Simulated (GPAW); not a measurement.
## MgO: single point with PBE

**What was measured.**

From “Electronic structure of alkaline earth and post-transition metal oxides”, 2009, arxiv:0908.1581, for a bulk crystal of MgO: band gap 7.83 eV.

Crystal: MgO.

```
Mg O
1.0
     0.00000    2.09700    2.09700
     2.09700    0.00000    2.09700
     2.09700    2.09700    0.00000
Mg O
1 1
Direct
  0.00000 0.00000 0.00000
  0.50000 0.50000 0.50000
```

The cell is a database's computed one.

```
Program             : GPAW 26.7.0
Task                : single point
Functional          : PBE
Potentials or basis : GPAW PAW data sets (gpaw-data 1.2.1)
Cutoff              : 800 eV
Basis               : pw
k mesh              : 11 × 11 × 11
Occupations         : gaussian, width 0.021 eV
Spin                : no spin polarisation
```

```
Pressure               : 7.0 GPa
Band gap on the k mesh : 4.89 eV, direct
```

Levels at points of the mesh, in eV from the valence-band top:
| k point | band 4 | band 5 | band 6 | band 7 | band 8 | band 9 | band 10 | band 11 | band 12 |
| --- | --- | --- | --- | --- | --- | --- | --- | --- | --- |
| (0.00, 0.00, 0.00) | -39.10 | -17.28 | 0.00 | 0.00 | 0.00 | 4.89 | 15.90 | 15.90 | 15.90 |

Run time: 7.8 s on 1 thread of Intel(R) Xeon(R) 6975P-C (Granite Rapids) (shared host), peak memory 0.16 GiB.

Measured gap of MgO: 7.83 eV (quoted in “Electronic structure of alkaline earth and post-transition metal oxides”, 2009, arxiv:0908.1581). This calculation gives 4.89 eV (-2.94 eV). The value is that of PBE, without temperature or zero-point motion. Semilocal functionals fall short of measured gaps as a rule. The cell is a database's relaxed one, not the measured one, which moves gaps too.
